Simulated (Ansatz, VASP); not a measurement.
# Cross-check of GaP between VASP and Ansatz

Aim: how closely do two programs agree when they are given the same cell, functional and k mesh? The cell is taken from a series of VASP runs on this material, whose earlier steps may have relaxed, scaled or displaced it; both programs get it as it stands.

Program: Ansatz 0.2.0. Level of theory: plane waves, with VASP 6.6.1 beside it; band structure at r2SCAN, band structure at r2SCAN, spin-orbit coupling and dielectric response at LDA. Results are calculated unless marked as measured.

## 1. The structure

Symmetry: F-43m, No. 216, cubic system. The conventional cell has a = 5.451 Å, b = 5.451 Å, c = 5.451 Å, α = 90.00°, β = 90.00°, γ = 90.00°. Nearest to Ga lie 4 P at 2.36 Å. Nearest to P lie 4 Ga at 2.36 Å. Farther neighbours are not listed.

## 2. VASP: band structure, r2SCAN

Levels along a path test the potential and the projectors away from the mesh points.

Lines of VASP's logs that name or quote its potential files are left out, and so is its time.

File INCAR:

```
SYSTEM = GaP
PREC = Accurate
ENCUT = 350
EDIFF = 1E-06
NELM = 100
ISMEAR = 0
SIGMA = 0.03
LREAL = .FALSE.
ALGO = Normal
METAGGA = R2SCAN
LASPH = .TRUE.
NBANDS = 21
LORBIT = 11
LWAVE = .FALSE.
LCHARG = .FALSE.
KPAR = 4
```

File POSCAR:

```
GaP
1.0
    0.0000000000      2.7252500000      2.7252500000
    2.7252500000      0.0000000000      2.7252500000
    2.7252500000      2.7252500000      0.0000000000
Ga P
1 1
Direct
    0.0000000000      0.0000000000      0.0000000000
    0.7500000000      0.7500000000      0.7500000000
```

File KPOINTS:

```
Automatic mesh
0
Gamma
8 8 8
0 0 0
```

File KPOINTS_OPT:

```
Line mode
10
Line-mode
Reciprocal
  0.00000000   0.00000000   0.00000000 GAMMA
  0.50000000   0.00000000   0.50000000 X

  0.50000000   0.00000000   0.50000000 X
  0.50000000   0.25000000   0.75000000 W

  0.50000000   0.25000000   0.75000000 W
  0.37500000   0.37500000   0.75000000 K

  0.37500000   0.37500000   0.75000000 K
  0.00000000   0.00000000   0.00000000 GAMMA

  0.00000000   0.00000000   0.00000000 GAMMA
  0.50000000   0.50000000   0.50000000 L

  0.50000000   0.50000000   0.50000000 L
  0.62500000   0.25000000   0.62500000 U

  0.62500000   0.25000000   0.62500000 U
  0.50000000   0.25000000   0.75000000 W

  0.50000000   0.25000000   0.75000000 W
  0.50000000   0.50000000   0.50000000 L

  0.50000000   0.50000000   0.50000000 L
  0.37500000   0.37500000   0.75000000 K

  0.62500000   0.25000000   0.62500000 U
  0.50000000   0.00000000   0.50000000 X
```

The projector-augmented-wave data sets are Ga_d and P (PBE family, release 64).

Started as:

```
$ mpirun -np 4 vasp_std
```

Numbers of over 12 decimals in the logs are rounded to 6 here.

Output:

```text
[banner, memory and clock lines left out]
running    4 mpi-ranks, on    1 nodes
 distrk:  each k-point on    1 cores,    4 groups
 distr:  one band on    1 cores,    1 groups

 POSCAR found type information on POSCAR GaP
 POSCAR found :  2 types and       2 ions
|                                                                             |
|               ----> ADVICE to this user running VASP <----                  |
|                                                                             |
|     You enforced a specific xc type in the INCAR file but a different       |
|     [... a line on the potential file left out ...]
|     I HOPE YOU KNOW WHAT YOU ARE DOING!                                     |
|                                                                             |

 LDA part: xc-table for (None), standard interpolation
 POSCAR, INCAR and KPOINTS ok, starting setup
 FFT: planning ... GRIDC
 FFT: planning ... GRID_SOFT
 FFT: planning ... GRID
 WAVECAR not read
 entering main loop
       N       E                     dE             d eps       ncg     rms          rms(c)
DAV:   1     0.786590623711E+02    0.78659E+02   -0.69600E+03  1358   0.101E+03
DAV:   2    -0.147607025036E+02   -0.93420E+02   -0.87091E+02  1310   0.277E+02
DAV:   3    -0.235948585240E+02   -0.88342E+01   -0.87596E+01  1469   0.600E+01
DAV:   4    -0.237384406326E+02   -0.14358E+00   -0.14350E+00  1444   0.811E+00
DAV:   5    -0.237400785340E+02   -0.16379E-02   -0.16378E-02  1447   0.861E-01    0.482E+00
DAV:   6    -0.214635839384E+02    0.22765E+01   -0.45771E-01  1390   0.108E+01    0.314E+00
DAV:   7    -0.214563832924E+02    0.72006E-02   -0.17288E-01  1407   0.286E+00    0.163E+00
DAV:   8    -0.214608135921E+02   -0.44303E-02   -0.91070E-03  1429   0.586E-01    0.639E-01
DAV:   9    -0.214609895941E+02   -0.17600E-03   -0.14352E-03  1428   0.333E-01    0.669E-02
DAV:  10    -0.214609830363E+02    0.65578E-05   -0.12895E-04  1423   0.639E-02    0.370E-02
DAV:  11    -0.214609771229E+02    0.59134E-05   -0.14662E-05  1338   0.232E-02    0.874E-03
DAV:  12    -0.214609768477E+02    0.27518E-06   -0.93248E-07  1284   0.654E-03
   1 F= -.21460977E+02 E0= -.21460977E+02  d E =-.397214E-31
 Start KPOINTS_OPT (optional k-point list driver)
k-point batch [1-29\100]
       N       E                     dE             ncg
DAV:   1    -0.292764180138E+03   -0.13380E+05     1388
DAV:   2    -0.299838208859E+04   -0.27056E+04     1287
DAV:   3    -0.325420391870E+04   -0.25582E+03     1534
DAV:   4    -0.325837813754E+04   -0.41742E+01     1493
DAV:   5    -0.325842477514E+04   -0.46638E-01     1443
DAV:   6    -0.325842637819E+04   -0.16030E-02     1747
DAV:   7    -0.325842639125E+04   -0.13066E-04     1377
DAV:   8    -0.325842639177E+04   -0.51822E-06     1192
[...]
k-point batch [88-100\100]
       N       E                     dE             ncg
DAV:   1     0.800299132048E+04   -0.75168E+04      576
DAV:   2     0.668136434951E+04   -0.13216E+04      577
DAV:   3     0.655675834341E+04   -0.12461E+03      683
DAV:   4     0.655445615321E+04   -0.23022E+01      663
DAV:   5     0.655443330558E+04   -0.22848E-01      634
DAV:   6     0.655443246456E+04   -0.84102E-03      806
DAV:   7     0.655443245627E+04   -0.82854E-05      639
DAV:   8     0.655443245606E+04   -0.21319E-06      580
```

From OUTCAR (step 2):

```text
ion  position               nearest neighbor table
   1  0.000  0.000  0.000-   2 2.36   2 2.36   2 2.36   2 2.36
   2  0.750  0.750  0.750-   1 2.36   1 2.36   1 2.36   1 2.36

  LATTYP: Found a face centered cubic cell.
 ALAT       =     5.4505000000

 Subroutine GETGRP returns: Found 24 space group operations
 (whereof 24 operations were pure point group operations)

The static configuration has the point symmetry T_d .

 Found     29 irreducible k-points:

   k-points           NKPTS =     29   k-points in BZ     NKDIM =     29   number of bands    NBANDS=     21

   dimension x,y,z NGX =    24 NGY =   24 NGZ =   24
   dimension x,y,z NGXF=    48 NGYF=   48 NGZF=   48

   ENCUT  =  350.0 eV  25.72 Ry    5.07 a.u.   5.88  5.88  5.88*2*pi/ulx,y,z

   NELECT =      18.0000    total number of electrons

 k-points in reciprocal lattice and weights: Automatic mesh
   0.00000000  0.00000000  0.00000000       0.002
   0.12500000  0.00000000  0.00000000       0.016
   0.25000000  0.00000000  0.00000000       0.016
   0.37500000  0.00000000  0.00000000       0.016
   0.50000000  0.00000000  0.00000000       0.008
   0.12500000  0.12500000  0.00000000       0.012
   0.25000000  0.12500000  0.00000000       0.047
   0.37500000  0.12500000  0.00000000       0.047
   0.50000000  0.12500000  0.00000000       0.047
[...]
-0.37500000  0.50000000  0.12500000       0.023
  -0.25000000  0.50000000  0.25000000       0.012

 average (electrostatic) potential at core
       1 -70.1739       2 -86.4507

 E-fermi :   4.6995

 k-point     1 :       0.0000    0.0000    0.0000
  band No.  band energies     occupation
    ...
      5     -10.4038      2.00000
      6      -8.5602      2.00000
      7       4.4612      2.00000
      8       4.4612      2.00000
      9       4.4612      2.00000
     10       6.8059      0.00000
     11       8.6524      0.00000
     12       8.6525      0.00000
     13       8.6525      0.00000
     14      13.9237      0.00000
    ...

 k-point     2 :       0.1250    0.0000    0.0000
  band No.  band energies     occupation
    ...
      5     -10.4037      2.00000
      6      -8.3465      2.00000
      7       2.8363      2.00000
      8       4.2229      2.00000
      9       4.2229      2.00000
     10       7.3461      0.00000
     11       9.0191      0.00000
     12       9.0192      0.00000
     13       9.3252      0.00000
     14      14.1102      0.00000
    ...

 k-point     3 :       0.2500    0.0000    0.0000
  band No.  band energies     occupation
    ...
      5     -10.4024      2.00000
      6      -7.7439      2.00000
      7       0.4956      2.00000
      8       3.7709      2.00000
      9       3.7709      2.00000
     10       7.0039      0.00000
     11       9.5504      0.00000
     12       9.5505      0.00000
     13      11.3464      0.00000
     14      13.9355      0.00000
    ...

  Total       -0.0114090     -0.0114090     -0.0114090      0.0000000      0.0000000      0.0000000
  in kB       -0.4515550     -0.4515550     -0.4515550      0.0000000      0.0000000      0.0000000
  external PRESSURE =      -0.4515550 kB  Pullay stress =       0.0000000 kB

  energy-cutoff  :      350.00
  volume of cell :       40.48
      direct lattice vectors                 reciprocal lattice vectors
     0.000000000  2.725250000  2.725250000    -0.183469406  0.183469406  0.183469406
     2.725250000  0.000000000  2.725250000     0.183469406 -0.183469406  0.183469406
     2.725250000  2.725250000  0.000000000     0.183469406  0.183469406 -0.183469406

 POSITION                                       TOTAL-FORCE (eV/Angst)
 -----------------------------------------------------------------------------------
      0.00000      0.00000      0.00000        -0.000000     -0.000000      0.000000
      4.08788      4.08788      4.08788         0.000000      0.000000     -0.000000
 -----------------------------------------------------------------------------------
    total drift:                                0.000043      0.000043      0.000041

  FREE ENERGIE OF THE ION-ELECTRON SYSTEM (eV)
  ---------------------------------------------------
  free  energy   TOTEN  =       -21.4609768477 eV

  energy  without entropy=      -21.4609768477  energy(sigma->0) =      -21.46097685

 total charge
# of ion       s       p       d       tot
------------------------------------------
    1        0.831   0.848  10.016  11.695
    2        1.009   1.541   0.000   2.550
--------------------------------------------------
tot          1.840   2.389  10.016  14.245

[... 3 further parts left out ...]
```

The run ends at a pressure of -0.05 GPa.

## 3. Ansatz: band structure, r2SCAN

Ansatz runs on its default PAW (the set named soft_2) files.

The same cell, functional, mesh and smearing now go to Ansatz, which takes its cutoff from its data sets.

File input.yaml:

```yaml
crystal:
  lattice:
    - [0.0, 2.72525, 2.72525]
    - [2.72525, 0.0, 2.72525]
    - [2.72525, 2.72525, 0.0]
  atoms:
    - { symbol: Ga, position: [0.0, 0.0, 0.0] }
    - { symbol: P, position: [0.75, 0.75, 0.75] }
hamiltonian:
  xc: r2scan
  pseudopotentials: { kind: paw }
kpoints:
  mp_grid: { grid: [8, 8, 8] }
  band_path:
    path:
      - [0.0, 0.0, 0.0]
      - [0.16667, 0.0, 0.16667]
      - [0.33333, 0.0, 0.33333]
      - [0.44444, 0.0, 0.44444]
      - [0.5, 0.0, 0.5]
      - [0.5, 0.08333, 0.58333]
      - [0.5, 0.19444, 0.69444]
      - [0.5, 0.25, 0.75]
      - [0.45833, 0.29167, 0.75]
      - [0.40278, 0.34722, 0.75]
      - [0.375, 0.375, 0.75]
      - [0.20833, 0.20833, 0.41667]
      - [0.08333, 0.08333, 0.16667]
      - [0.0, 0.0, 0.0]
      - [0.22222, 0.22222, 0.22222]
      - [0.38889, 0.38889, 0.38889]
      - [0.51389, 0.47222, 0.51389]
      - [0.55556, 0.38889, 0.55556]
      - [0.61111, 0.27778, 0.61111]
      - [0.61111, 0.25, 0.63889]
      - [0.56944, 0.25, 0.68056]
      - [0.51389, 0.25, 0.73611]
      - [0.5, 0.27778, 0.72222]
      - [0.5, 0.38889, 0.61111]
      - [0.5, 0.47222, 0.52778]
      - [0.48611, 0.48611, 0.52778]
      - [0.43056, 0.43056, 0.63889]
      - [0.38889, 0.38889, 0.72222]
      - [0.59722, 0.19444, 0.59722]
      - [0.55556, 0.11111, 0.55556]
      - [0.5, 0.0, 0.5]
    npoints: 1
scf:
  occupations: { method: gaussian, width: 0.03 }
  n_extra_bands: 7
output:
  forces: true
  stress: true
  eigenvalues: true
  write_density: true
  write_potential: true
  elf: true
  volumetric_format: npy
```

Started as:

```
$ ansatz run input.yaml --threads 2 --pin off --max-ram 4608MiB --backend cpu --events-out ev --progress --plain --runs-dir out
```

Output:

```text
scf.n_extra_bands = 7 over 9 filled bands (N_el = 18.0): the run solves 16 bands
Engine: ansatz 0.2.0, aarch64-unknown-linux-gnu
Pseudopotentials: kind: paw
Pseudopotential: Ga, paw, valence charge 13, recommended cutoff 500 eV (meta_gga), Ga.paw.azcp
Pseudopotential: P, paw, valence charge 5, recommended cutoff 500 eV (meta_gga), P.paw.azcp
Functional definition: r2SCAN
  parameter k0 = 0.174
  parameter k1 = 0.065
  parameter a1 = 4.9479
  exchange = r2scan_x(k0 = k0, k1 = k1, a1 = a1)
  correlation = r2scan_c
Crystal: 2 atoms, lattice volume = 40.481 Å³
Basis set: ecut = 500 eV, 965 PW (Γ), exchange–correlation on 120×120×120 points (64 copies of the dense FFT grid, shifted against one another)
Bands: 16, of which v1, the nominal top of the filled ones, is band 9 counted from 1 (8 counted from 0)
Symmetry: 24 space group operations
Space group: F-43m (ITA 216), of the structure as read, at distance tolerance 3.4e-5 Å
k-points: 29 of 512 (time reversal used)
Non-local potential: Ga, projectors of the file, l = 0: 2, l = 1: 2, l = 2: 3, l = 3: 1
Non-local potential: P, projectors of the file, l = 0: 2, l = 1: 2, l = 2: 2
PAW form: soft (Blöchl's): semilocal exchange-correlation on the pseudo side does not see the compensation charge
PAW frozen core: Ga, regenerated for the run's functional (the file was generated under x = pbe(κ = 0.804, μ = 0.219515), c = pbe(β = 0.066725))
PAW frozen core: P, regenerated for the run's functional (the file was generated under x = pbe(κ = 0.804, μ = 0.219515), c = pbe(β = 0.066725))
PAW one-centre angular grid: Ga, 590 points (default); XC on 160 Gauss nodes
PAW one-centre angular grid: P, 302 points (default); XC on 160 Gauss nodes
Initial density: superposition of atomic densities (neutral atoms: chi_scale 0, normalization atom), corrected by the library's trained network
Initial wavefunctions: pseudopotential atomic-orbital guess
Functional: x = r2scan, c = r2scan; τ floored in thin density (d = 2e-4 eV/Å³)
SCF iter   1: F=—  HF=-4550.473532 eV  |F-HF|=—  |Δ(HF+E_count)|=         —  Δρ=9.12e-3  dr2=1.96e-2  dr2_τ=7.36e-3  ethr=1.77e-3  ⟨swp⟩=6.3  Hψ=3000  notcnv=0  defer=2
preconditioner: auto → none  [insulator: Δε(μ)=1.828 eV  Ē_g=19.035 eV  σ=0.030 eV  W_gap=1.00  n_scr=14 (ndim 8)  ℏωp=24.8 eV  f_vac=0.013  D(μ)=0.00/eV (n_scr^D=0)  ε∞_Penn≈2.7]
SCF iter   2: F=—  HF=-4550.484652 eV  |F-HF|=—  |Δ(HF+E_count)|=   1.11e-2  Δρ=2.49e-3  dr2=3.56e-3  dr2_τ=1.04e-4  ethr=1.09e-4  ⟨swp⟩=3.0  Hψ=1168  notcnv=0  defer=69
SCF iter   3: F=—  HF=-4550.482646 eV  |F-HF|=—  |Δ(HF+E_count)|=   2.01e-3  Δρ=1.67e-3  dr2=5.17e-4  dr2_τ=7.80e-6  ethr=1.98e-5  ⟨swp⟩=2.0  Hψ=790  notcnv=0  defer=69
SCF iter   4: F=—  HF=-4550.482876 eV  |F-HF|=—  |Δ(HF+E_count)|=   2.31e-4  Δρ=3.35e-4  dr2=5.90e-5  dr2_τ=5.22e-7  ethr=2.87e-6  ⟨swp⟩=2.7  Hψ=647  notcnv=0  defer=69
SCF iter   5: F=—  HF=-4550.482856 eV  |F-HF|=—  |Δ(HF+E_count)|=   2.02e-5  Δρ=1.18e-4  dr2=4.20e-6  dr2_τ=2.79e-8  ethr=3.28e-7  ⟨swp⟩=3.0  Hψ=659  notcnv=0  defer=69
SCF iter   6: F=—  HF=-4550.482855 eV  |F-HF|=—  |Δ(HF+E_count)|=   1.41e-6  Δρ=1.75e-5  dr2=1.45e-7  dr2_τ=6.93e-9  ethr=2.33e-8  ⟨swp⟩=2.0  Hψ=652  notcnv=0  defer=69
SCF iter   7: F=-4550.482855 eV  HF=-4550.482855 eV  |F-HF|=7.07e-9  |Δ(HF+E_count)|=   7.52e-8  Δρ=4.32e-6  dr2=6.88e-9  dr2_τ=3.94e-11  ethr=5.56e-10  ⟨swp⟩=13.8  Hψ=3409  notcnv=0
SCF 1 converged in 7 iterations: F = -4550.482855 eV  dr2 = 6.88e-9
  greatest PAW one-centre occupation: 0.993 electrons in one spin orbital (limit 2), on the Ga atom at site 0 (counted from 0), in its partial waves of l = 2
NSCF: frozen V_eff on 31 k-points
SCF converged after 7 iterations
Free energy (F): -4550.482855 eV
Harris-Foulkes:  -4550.482855 eV  (|F-HF|=7.07e-9)
Internal energy: -4550.482855 eV  (E = F + TS)
E sigma→0 (E₀):  -4550.482855 eV
Fermi energy:    7.846773 eV
--- Per-component energies (eV) ---
  E_band       = -67.629136
  E_kinetic    = 185.481585
  E_local      = -2202.700031  (includes V_loc(G=0)·N_el)
  E_nonlocal   = 460.450442
  E_hartree    = 1020.488307
  E_xc         = -120.990302
  E_vxc        = -124.834701  (∫ρ·V_xc dr)
  E_paw        = -2579.823958  (= ΣΔE_a)
  E_vpaw       = -433.014514  (= ΣTr[D̂ρ^β])
  E_aug_tail   = -0.000042  (compensation charges beyond the density's cutoff)
  E_vtau       = 6.015542  (kinetic-family band-sum trace: ∫τ·v_τ [+ j·A + Jᵃ·Aᵃ] dr)
  E_ewald      = -1312.644944
  E_core_change = -0.743912  (= ΣΔE_core)
  E_smearing   = -0.000000  (= −TS)
  E_closure    = 0.000000  (closes the sum)
  Σ components = -4550.482855   (vs F -4550.482855, Δ=0.00e0)
--- Forces (eV/Å), atoms counted from 1 ---
  atom   1  Ga    -0.00000000     0.00000000     0.00000000
  atom   2  P      0.00000000    -0.00000000     0.00000000
  max |Σ_I F_I| component: 5.55e-17 eV/Å
--- Stress (GPa, compression-positive) ---
        0.042979       0.000000      -0.000000
        0.000000       0.042979       0.000000
       -0.000000       0.000000       0.042979
  P = ⅓ Tr σ = 0.0430 GPa (0.430 kbar)
--- Band table (eV; the first three rows and the last of 29) ---
  k-point 0: bands = [... 5 lower, -6.1261, 6.8997, 6.8997, 6.8997, 9.2650, 11.0727, 11.0727, 11.0727, ... 3 higher]
  k-point 1: bands = [... 5 lower, -5.9124, 5.2755, 6.6607, 6.6607, 9.7931, 11.4390, 11.4390, 11.7587, ... 3 higher]
  k-point 2: bands = [... 5 lower, -5.3100, 2.9326, 6.2078, 6.2078, 9.4448, 11.9688, 11.9688, 13.7894, ... 3 higher]
  k-point 28: bands = [... 5 lower, -2.9345, 0.1608, 3.1872, 3.3570, 11.9327, 12.1949, 13.4411, 13.4836, ... 3 higher]
```

Run time: 6.7 s. Hardware: 2 threads of Arm Neoverse N1, shared host; peak memory 0.42 GiB.

## 4. Differences

Known differences besides the potentials themselves: VASP keeps PBE cores, Ansatz makes them for the functional; the cutoff is 500 eV in Ansatz and 350 eV in VASP. Total energies have different zeros and are not compared.

Compared:

| quantity | Ansatz | VASP | difference |
| --- | --- | --- | --- |
| pressure (GPa) | 0.04 | -0.05 | +0.09 |
| gap over the path points (eV) | 1.851 | 1.858 | -0.007 |

Levels at points of the path, from each program's valence-band top (eV; 3 filled, then empty):

```csv
k (reciprocal lattice),Ansatz,VASP
0.000 0.000 0.000,0.00 0.00 0.00 2.37 4.17 4.17,0.00 0.00 0.00 2.35 4.19 4.19
0.167 0.000 0.167,-2.25 -1.04 -1.04 3.06 4.28 5.78,-2.25 -1.04 -1.04 3.07 4.27 5.80
0.333 0.000 0.333,-5.16 -2.32 -2.32 2.01 3.24 8.73,-5.16 -2.32 -2.32 2.02 3.24 8.76
0.444 0.000 0.444,-6.68 -2.75 -2.75 1.85 2.29 10.78,-6.68 -2.74 -2.74 1.86 2.30 10.81
0.500 0.000 0.500,-6.96 -2.80 -2.80 1.91 2.09 11.31,-6.96 -2.80 -2.80 1.91 2.10 11.35
0.500 0.083 0.583,-6.91 -3.06 -3.02 2.45 2.64 10.04,-6.91 -3.05 -3.01 2.46 2.65 10.07
0.500 0.194 0.694,-6.77 -3.62 -3.47 4.31 4.52 7.41,-6.77 -3.61 -3.46 4.32 4.53 7.44
0.500 0.250 0.750,-6.74 -3.71 -3.54 5.03 5.29 6.54,-6.74 -3.71 -3.54 5.04 5.31 6.57
0.458 0.292 0.750,-6.73 -3.88 -3.19 4.10 5.27 6.99,-6.73 -3.87 -3.18 4.11 5.29 7.00
0.403 0.347 0.750,-6.74 -4.06 -2.49 2.69 5.20 8.28,-6.74 -4.05 -2.49 2.70 5.21 8.30
```

Among the levels compared at these points, filled levels agree within 8 meV and empty ones within 41 meV. Ansatz's pressure holds a Pulay correction of 0.04 GPa; VASP's holds none.

(Continued in part 2 of 2.)

[Lines on the potential files, build, host, timing and source positions are cut from VASP's logs without a mark.]

[Logs are printed without paths, hosts, clocks, repeated set-up lines and the standing remarks that a program may print on its own settings, such as how far it seeks lower states.]

[Hosts, paths, dates, database ids (printed as entryN), source tags and the programs' standing remarks are cut or masked in the printed files.]
